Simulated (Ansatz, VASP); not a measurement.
**One calculation of Hf2C, two programs**

The input INCAR:

```
  PREC = Accurate
  ENCUT = 600
  EDIFF = 1E-6
  ISMEAR = 0
  SIGMA = 0.1
  LREAL = F
  LASPH = T
  NELM = 60
  ALGO = Normal
  ISIF = 3
  LWAVE = F
  LCHARG = F
  GGA = PE
  IBRION = 2
  NSW = 90
  EDIFFG = -0.04
```

KPOINTS

```
Automatic mesh
0
Gamma
  6 6 6
```

The input POSCAR:

```
Hf2C
1.0
    0.0000000000      3.0724733600      3.0724733600
    3.0724733600      0.0000000000      3.0724733600
    3.0724733600      3.0724733600      0.0000000000
Hf C
2 1
Direct
    0.2500000000      0.2500000000      0.2500000000
    0.7500000000      0.7500000000      0.7500000000
    0.0000000000      0.0000000000      0.0000000000
```

Input for Ansatz:

```yaml
crystal:
  lattice:
    - [0.0, 3.07247336, 3.07247336]
    - [3.07247336, 0.0, 3.07247336]
    - [3.07247336, 3.07247336, 0.0]
  atoms:
    - { symbol: Hf, position: [0.25, 0.25, 0.25] }
    - { symbol: Hf, position: [0.75, 0.75, 0.75] }
    - { symbol: C, position: [0.0, 0.0, 0.0] }
basis:
  ecutwfc: 420
kpoints:
  mp_grid: { grid: [6, 6, 6] }
hamiltonian:
  xc: pbe
scf:
  occupations: { method: gaussian, width: 0.1 }
  lower_state_search: "off"
output:
  forces: true
  stress: true
  eigenvalues: true
relax:
  adjacent_minimum: "off"
  f_tol: 0.04
  max_steps: 70
  cell: { stress_tol: 0.4 }
```

Change from the starting cell: species swapped into the Al2Pd type (Fm-3m, No. 225).

Alike in both runs: task relaxation of cell and atoms; functional PBE; k mesh 6 × 6 × 6; occupations gaussian, width 0.1 eV; no spin polarisation.

|  | VASP | Ansatz |
| --- | --- | --- |
| version | VASP 6.6.1 | Ansatz 0.2.0 |
| potentials or method | VASP PAW PBE potentials, release 64 (Hf_pv, C) | scalar-relativistic, plane waves, PAW |
| plane-wave cutoff (eV) | 600 | 420 |
| valence electrons in the cell | 24 | 56 |

```csv
,VASP,Ansatz,Ansatz less VASP
"gap on the k mesh at the Fermi level, each at its own relaxed structure (eV)",none,none,-
relaxed volume (Å³/atom),15.48,15.53,+0.050
relaxed cell length with the largest relative difference (Å),4.035,4.039,+0.0043
energy change over the relaxation (meV/atom),-333,-318,+15.1
```

A gap of «none» marks a metal or a gap that the smearing closes. The two sets of potentials don't hold the same shells in valence.

Caveats: the volume moved by over 15 % at a fixed basis, so the end points are rough (VASP). The runs have no spin-orbit coupling, so splittings on Hf are missing.
